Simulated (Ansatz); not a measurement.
## Ligand exchange: SiH2Br2 + C2H6O2Si → SiH(SiH3)Br2 + C2H4O2

Species: SiH2Br2 (dibromosilane) `Br[SiH2]Br`, singlet; C2H6O2Si `CC(=O)O[SiH3]`, singlet; SiH(SiH3)Br2, singlet; C2H4O2 (acetic acid) `CC(=O)O`, singlet. The partners trade H for SiH3: Si–H and O–SiH3 bonds give way to Si–SiH3 and O–H.

Shapes, held fixed at every level: PBE0-D4/def2-TZVP. Flexible molecules stand in one conformer, not always the lowest. Programs: Ansatz 0.2.0. The zero-point and thermal change to 298 K, harmonic and unscaled (PBE0-D4/def2-TZVP), is +5.9 kJ/mol.

| level | kind | ΔH(298 K) (kJ/mol) | less CCSD(T)/def2-TZVPP |
| --- | --- | --- | --- |
| HF/def2-SVP | Hartree–Fock | +91.7 | +9.7 |
| BHLYP-D4/def2-TZVPP | global hybrid | +84.9 | +2.9 |
| PBE0-D4/def2-TZVPP | global hybrid | +61.5 | -20.5 |
| wB97M-V/def2-TZVPP | range-separated hybrid | +82.8 | +0.8 |
| wB97X-V/def2-TZVPP | range-separated hybrid | +78.3 | -3.7 |
| MP2/def2-SVP | perturbation theory | +80.3 | -1.7 |
| MP2/def2-TZVPP | perturbation theory | +87.3 | +5.3 |
| CCSD(T)/def2-TZVPP | coupled cluster or CI | +82.0 | 0.0 |

The highest level, CCSD(T)/def2-TZVPP, gives ΔH(298 K) = +82.0 kJ/mol; the levels span +61.5 to +91.7. The column of differences is taken from that level and isn't an error. No measured value is set beside it here. Relativity is left out for Br. Outer-core shells of Br are correlated, in sets that cover them unevenly.
